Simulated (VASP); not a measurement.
**VASP 6.6.1 run: InAs**

INCAR

```
MAGMOM = -2 2
LCHARG = .FALSE.
ISPIN = 2
LASPH = .TRUE.
GGA = PE
NELM = 71
LWAVE = .FALSE.
PREC = Accurate
EDIFF = 1E-7
ISIF = 2
NSW = 0
LREAL = .FALSE.
SIGMA = 0.1
ISMEAR = 0
ENCUT = 520
IBRION = -1
NBANDS = 16
```

KPOINTS

```
KPOINTS created by Atomic Simulation Environment
0
Gamma
8 8 8
0 0 0
```

POSCAR

```
In As
 1.0000000000000000
     0.0000000000000000    2.9629527589000002    3.1499033599000001
     2.9629527589000002    0.0000000000000000    3.1499033599000001
     2.9629527589000002    2.9629527589000002    0.0000000000000000
 In  As
   1   1
Cartesian
  0.0000000000000000  0.0000000000000000  0.0000000000000000
  1.4814763794500001  1.4814763794500001  1.5749516799500005
```

The recommended PBE PAW datasets give the neutral cell 18 valence electrons.

Command

```
mpirun -np 1 vasp_std
```

Q: Predict the outcome of this run.

A: It converged. Results: pressure 3.9 GPa; magnetic moment of the cell 0.00 μB.

OSZICAR

```
N       E                     dE             d eps       ncg     rms          rms(c)
DAV:   1     0.114823120827E+03    0.11482E+03   -0.83074E+03  3792   0.121E+03
DAV:   2     0.826954447069E+00   -0.11400E+03   -0.10907E+03  4152   0.297E+02
DAV:   3    -0.675504683889E+01   -0.75820E+01   -0.75470E+01  4896   0.753E+01
DAV:   4    -0.694472924433E+01   -0.18968E+00   -0.18963E+00  4696   0.131E+01
DAV:   5    -0.695422333382E+01   -0.94941E-02   -0.94940E-02  5760   0.252E+00    0.115E+01
DAV:   6    -0.760548328979E+01   -0.65126E+00   -0.79333E-01  5288   0.151E+01    0.467E+00
DAV:   7    -0.766127154800E+01   -0.55788E-01   -0.20334E-01  4456   0.513E+00    0.173E+00
DAV:   8    -0.765524036603E+01    0.60312E-02   -0.34478E-02  5456   0.125E+00    0.837E-01
DAV:   9    -0.765452273105E+01    0.71763E-03   -0.46228E-03  4664   0.719E-01    0.313E-01
DAV:  10    -0.765492542171E+01   -0.40269E-03   -0.13661E-03  4776   0.337E-01    0.948E-02
DAV:  11    -0.765517299540E+01   -0.24757E-03   -0.32248E-04  4520   0.141E-01    0.513E-02
DAV:  12    -0.765523936124E+01   -0.66366E-04   -0.62219E-05  4784   0.730E-02    0.259E-02
DAV:  13    -0.765525627463E+01   -0.16913E-04   -0.23474E-05  4696   0.418E-02    0.781E-03
DAV:  14    -0.765525542497E+01    0.84966E-06   -0.20153E-06  4896   0.153E-02    0.371E-03
DAV:  15    -0.765525561551E+01   -0.19054E-06   -0.36700E-07  4688   0.657E-03    0.141E-03
DAV:  16    -0.765525566949E+01   -0.53980E-07   -0.87913E-08  4040   0.308E-03
   1 F= -.76552557E+01 E0= -.76551220E+01  d E =-.267250E-03  mag=    -0.0000
```

For comparison, a separate PBE run of the intended cell, on usual settings and not on those above, gives a gap of 0.00 eV on its mesh and a pressure of 3.9 GPa.
